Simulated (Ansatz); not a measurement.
Gas-phase electronic energies from Ansatz, PBE0-D4/def2-TZVP geometries. CCSD(T)/CBS adds triple-zeta CCSD(T) − MP2 to the extrapolated MP2 energy (def2 sets, frozen cores). Functionals use def2-TZVPP. HSE06 is defined as in plane-wave codes. One conformer a species, not always the lowest.

`B[SiH](N)P` + acetic acid → `N[SiH2]P` + `BOC(C)=O`  (formal exchange of groups at the Si–B bond)

```json
{"level": "r2SCAN-D4", "ΔE (kJ/mol)": "-98.6"}
{"level": "HSE06-D4", "ΔE (kJ/mol)": "-93.6"}
{"level": "CCSD(T)/def2-SVP", "ΔE (kJ/mol)": "-133.4"}
{"level": "SCS-MP2/def2-TZVPP", "ΔE (kJ/mol)": "-132.9"}
```

**Question.** What does CCSD(T)/CBS give? (An estimate is asked.)

**Answer.** Computed: -118.1 kJ/mol. The listed levels differ from it by 19.5, 24.5, -15.3, -14.8 kJ/mol.

**Question.** What do rigid-rotor, harmonic-oscillator terms from PBE0-D4/def2-TZVP frequencies (298.15 K, 1 bar) make of the CCSD(T)/CBS value? (Estimate.)

**Answer.** Ansatz gave: ΔZPE = -5.8 kJ/mol, ΔH = -123.0 kJ/mol, ΔS = 12 J/(mol·K), ΔG = -126.6 kJ/mol.

Largest T1 diagnostic among the species: 0.016.

From r2SCAN to r2SCAN0 (25 % exact exchange), in def2-TZVPP and without D4, ΔE moves by −7.6 kJ/mol. In def2-TZVPP, CCSD(T) changes the Hartree–Fock value by +60.0 kJ/mol (the triples alone add +9.5 kJ/mol) and MP2 by +61.7 kJ/mol. At CCSD(T), def2-SVP lies −15.3 kJ/mol from the extrapolated value and def2-TZVPP −1.8 kJ/mol.

CCSD(T)/CBS has its own doubt, a few kJ/mol and more with outer-core shells, so smaller differences from it don't rank the levels.
